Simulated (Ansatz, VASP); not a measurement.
## BP2 in VASP and in Ansatz

Contents of INCAR:

```
  ALGO = Normal
  EDIFF = 1E-6
  EDIFFG = -0.04
  ENCUT = 600
  GGA = PE
  IBRION = 2
  ISIF = 3
  ISMEAR = 0
  LASPH = T
  LCHARG = F
  LREAL = F
  LWAVE = F
  NELM = 100
  NSW = 90
  PREC = Accurate
  SIGMA = 0.1
```

Contents of KPOINTS:

```
k-points
0
Gamma
  4 4 8
```

POSCAR

```
BP2
1.0
    4.0326263106      0.0000000000      0.0000000000
    0.0000000000      4.0326263106      0.0000000000
    0.0000000000      0.0000000000      2.4323009823
B P
1 2
Direct
    0.5000000000      0.5000000000      0.0000000000
    0.0000000000      0.5000000000      0.0000000000
    0.5000000000      0.0000000000      0.0000000000
```

Input for Ansatz:

```yaml
crystal:
  lattice:
    - [4.0326263106, 0.0, 0.0]
    - [0.0, 4.0326263106, 0.0]
    - [0.0, 0.0, 2.4323009823]
  atoms:
    - { symbol: B, position: [0.5, 0.5, 0.0] }
    - { symbol: P, position: [0.0, 0.5, 0.0] }
    - { symbol: P, position: [0.5, 0.0, 0.0] }
basis:
  ecutwfc: 420
kpoints:
  mp_grid: { grid: [4, 4, 8] }
hamiltonian:
  xc: pbe
scf:
  occupations: { method: gaussian, width: 0.1 }
  lower_state_search: "off"
output:
  forces: true
  stress: true
  eigenvalues: true
relax:
  adjacent_minimum: "off"
  f_tol: 0.04
  max_steps: 70
  cell: { stress_tol: 0.4 }
```

Alike in both runs: task relaxation of cell and atoms; functional PBE; k mesh 4 × 4 × 8; occupations gaussian, width 0.1 eV; no spin polarisation.

```csv
,VASP,Ansatz
version,VASP 6.6.1,Ansatz 0.2.0
potentials or method,"VASP PAW PBE potentials, release 64 (B, P)","scalar-relativistic, plane waves, PAW"
plane-wave cutoff (eV),600,420
valence electrons in the cell,13,13
```

VASP gave:

* gap on the k mesh at the Fermi level, each at its own relaxed structure (eV): none
* relaxed volume (Å³/atom): 12.93
* relaxed cell length with the largest relative difference (Å): 2.339
* energy change over the relaxation (meV/atom): -19

**Question.** What did Ansatz give for the same quantities?

**Answer.** gap on the k mesh at the Fermi level, each at its own relaxed structure (eV): none; relaxed volume (Å³/atom): 12.98; relaxed cell length with the largest relative difference (Å): 2.344; energy change over the relaxation (meV/atom): -18.

A gap of «none» marks a metal or a gap that the smearing closes.

Caveats: the k mesh is coarse (spacing up to 0.39 Å⁻¹), so the values aren't converged.
